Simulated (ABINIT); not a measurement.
Crystal: I.

```xyz
4
Lattice="3.6350 -2.3950 0.0000 3.6350 2.3950 0.0000 0.0000 0.0000 9.7934" Properties=species:S:1:pos:R:3 pbc="T T T"
I     3.6350   -0.7152    3.7646
I     3.6350    1.6799    1.1321
I     3.6350    0.7152    6.0288
I     3.6350   -1.6799    8.6613
```

| Property | Result |
| --- | --- |
| Program | ABINIT 10.8.3 (patched build) |
| Task | relaxation of cell and atoms |
| Functional | PBEsol |
| Potentials or basis | PseudoDojo NC SR PBEsol v0.4.1 standard |
| Cutoff | 952 eV |
| k mesh | 4 × 4 × 2 |
| Occupations | fermi-dirac, width 0.05 eV |
| Spin | no spin polarisation |

At the start: pressure 0.2 GPa; volume 42.63 Å³/atom.

Question: How do energy, volume and symmetry change on relaxing?

Answer: Over 21 steps the energy falls by 50.3 meV/atom and the volume is 39.92 Å³/atom (-6.4 %); space group Cmce (No. 64, to 0.05 Å).

Step by step:
```csv
step,energy change (eV),largest force (eV/Å),pressure (GPa),volume (Å³)
1,0.0000,0.8127,0.18,170.52
2,-0.0252,0.6554,-0.11,170.62
3,-0.0838,0.1623,-1.04,170.36
4,-0.0979,0.0524,-1.23,169.59
5,-0.1195,0.1536,-1.28,167.33
6,-0.1376,0.2490,-0.99,164.42
7,-0.1528,0.2364,-0.50,161.97
8,-0.1634,0.1304,0.05,160.35
9,-0.1647,0.1167,0.09,160.40
10,-0.1670,0.1185,0.13,160.40
11,-0.1732,0.1539,0.18,160.12
12,-0.1822,0.1864,0.21,159.28
13,-0.1903,0.1508,0.18,158.13
14,-0.1945,0.0656,0.11,157.41
15,-0.1952,0.0391,0.07,157.35
16,-0.1954,0.0392,0.06,157.38
17,-0.1964,0.0556,0.02,157.65
18,-0.1979,0.0748,-0.01,158.14
19,-0.1999,0.0745,-0.03,158.99
20,-0.2010,0.0378,-0.02,159.55
21,-0.2013,0.0061,0.01,159.67
```

Final structure:
```
I
1.0
     3.77389   -2.16103    0.00000
     3.77389    2.16103    0.00000
     0.00000    0.00000    9.78910
I
4
Direct
  0.66740 0.33260 0.37692
  0.16740 0.83260 0.12308
  0.33260 0.66740 0.62308
  0.83260 0.16740 0.87692
```
